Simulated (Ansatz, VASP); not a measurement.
# One calculation of Cd3Te5, two programs

```
Cd Te
1.0
     6.76934    0.00000    0.00000
     0.00000    6.76934    0.00000
     0.00000    0.00000    6.76934
Cd Te
3 5
Direct
  0.50000 0.00000 0.50000
  0.50000 0.50000 0.00000
  0.00000 0.50000 0.50000
  0.00000 0.00000 0.00000
  0.26613 0.73387 0.73387
  0.73387 0.73387 0.26613
  0.73387 0.26613 0.73387
  0.26613 0.26613 0.26613
```

Alike in both runs: functional PBE; k mesh 3 × 3 × 3; occupations gaussian, width 0.2 eV; no spin polarisation.

Ansatz relaxed the structure, and its values are those at the end. VASP's run is a single point on that final structure, the one shown.

```csv
,VASP,Ansatz
version,VASP 6.6.1,Ansatz 0.2.0
potentials or method,"VASP PAW PBE potentials, release 64 (Cd, Te)","scalar-relativistic, plane waves, PAW"
plane-wave cutoff (eV),520,420
valence electrons in the cell,66,140
```

```csv
,VASP,Ansatz,Ansatz less VASP
gap on the k mesh at the Fermi level (eV),none,none,-
pressure (GPa),0.4,0.4,-0.07
rms of the force components (eV/Å),0.013,0.018,+0.0057
```

A gap of «none» marks a metal or a gap that the smearing closes. The two sets of potentials don't hold the same shells in valence.

The runs have no spin-orbit coupling, so splittings on Te are missing.
